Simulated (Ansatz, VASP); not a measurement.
## One calculation of TiO, two programs

INCAR

```
PREC = Accurate
ENCUT = 520
EDIFF = 1E-7
ISMEAR = -1
SIGMA = 0.05
LREAL = False
LASPH = True
NELM = 60
ALGO = Normal
ISIF = 2
LWAVE = False
LCHARG = False
GGA = PS
NBANDS = 26
```

KPOINTS

```
Automatic mesh
0
Gamma
  11 11 5
```

File POSCAR:

```
TiO
1.0
    2.9075360947      0.0000000000      0.0000000000
   -1.4537680474      2.5180001204      0.0000000000
    0.0000000000      0.0000000000      5.6766974477
Ti O
2 2
Direct
    0.6666666667      0.3333333333      0.7500000000
    0.3333333333      0.6666666667      0.2500000000
    0.0000000000      0.0000000000      0.5000000000
    0.0000000000      0.0000000000      0.0000000000
```

Contents of input.yaml:

```yaml
crystal:
  lattice:
    - [2.9075360947, 0.0, 0.0]
    - [-1.4537680474, 2.5180001204, 0.0]
    - [0.0, 0.0, 5.6766974477]
  atoms:
    - { symbol: Ti, position: [0.6666666667, 0.3333333333, 0.75] }
    - { symbol: Ti, position: [0.3333333333, 0.6666666667, 0.25] }
    - { symbol: O, position: [0.0, 0.0, 0.5] }
    - { symbol: O, position: [0.0, 0.0, 0.0] }
hamiltonian:
  xc: pbesol
  pseudopotentials: { kind: paw }
kpoints:
  mp_grid: { grid: [11, 11, 5] }
scf:
  occupations: { method: fermi_dirac, width: 0.05 }
output:
  forces: true
  stress: true
  eigenvalues: true
```

Change from the starting cell: volume scaled by 1.06.

Alike in both runs: task single point; functional PBEsol; k mesh 11 × 11 × 5; occupations fermi-dirac, width 0.05 eV; no spin polarisation.

```csv
,VASP,Ansatz
version,VASP 6.6.1,Ansatz 0.2.0
potentials or method,"VASP PAW PBE potentials, release 64 (Ti_sv, O)",Ansatz PAW
plane-wave cutoff (eV),520,420
valence electrons in the cell,36,36
```

VASP gave:

- gap on the k mesh at the Fermi level (eV): none
- pressure (GPa): -20.1
- largest component of the traceless stress (GPa): 1.91

Question: Estimate Ansatz's values.

Answer: gap on the k mesh at the Fermi level (eV): none; pressure (GPa): -20.6; largest component of the traceless stress (GPa): 1.95.

A gap of «none» marks a metal or a gap that the smearing closes. With one functional, cell and mesh, what is left measures potentials, basis and numerics.

Caveats: semilocal functionals often make such compounds metallic where correlation or magnetic order opens a gap, which also shifts bond lengths; the PAW data sets were made with another functional, which shifts forces and pressure a little (VASP); the pressure holds a Pulay correction of +0.6 GPa for the finite cutoff (Ansatz); the PAW data sets come from PBE, with cores solved anew for the run's functional, which leaves a small shift of forces and pressure (Ansatz).
